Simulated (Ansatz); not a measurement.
# Does disorder add resistance in series? Ta(100) layers with 25 % Zn

Two lengths of the disordered region are known. What area resistance does the third give?

**Method.** Ansatz 0.2.0, plane waves with PAW datasets at their recommended cutoffs (420 eV for most), Fermi-Dirac smearing; ballistic transmission by layer matching. The area resistance is RA = A (h/2e²)(1/T − 1/N), with T the zone-mean transmission per spin and N the lead's channels, both averaged over a few energies near the Fermi level; for magnets each spin is taken apart, with h/e², and the two conduct in parallel. Lateral cell 2x2, PBE, a fresh random draw for each length.

The runs, with one result withheld:

| length (Å) | channels N | RA (fΩ m²) |
| --- | --- | --- |
| 6.61 | 10.23 | 1.05 |
| 13.2 | 10.21 | 1.61 |
| 19.8 | 10.21 | ? |

**Fit on the rows shown.**

Ohm's law makes RA linear in the length: the slope is (1.61 − 1.05)/(13.2 − 6.61) = 0.0835 fΩ m² per Å, or 83 µΩ cm. Then 1.61 + 0.0835 × 6.61. Predicted: 2.16 fΩ m².

Check against the run:

1.94 fΩ m², so the prediction is 11 % too high. The three lengths together give 67 µΩ cm. The two increments are 0.55 and 0.34 fΩ m²; with one draw for each length, their difference can't be told from scatter.

**Limits.** The scatterers repeat sideways with the small cell. The slope is a raw one; a model of isotropic scattering puts it 1.00 times the bulk value over these lengths. Atoms sit unrelaxed on the host's lattice, and the pair may not mix at random in practice. Spin-orbit coupling is left out, which matters for Ta.
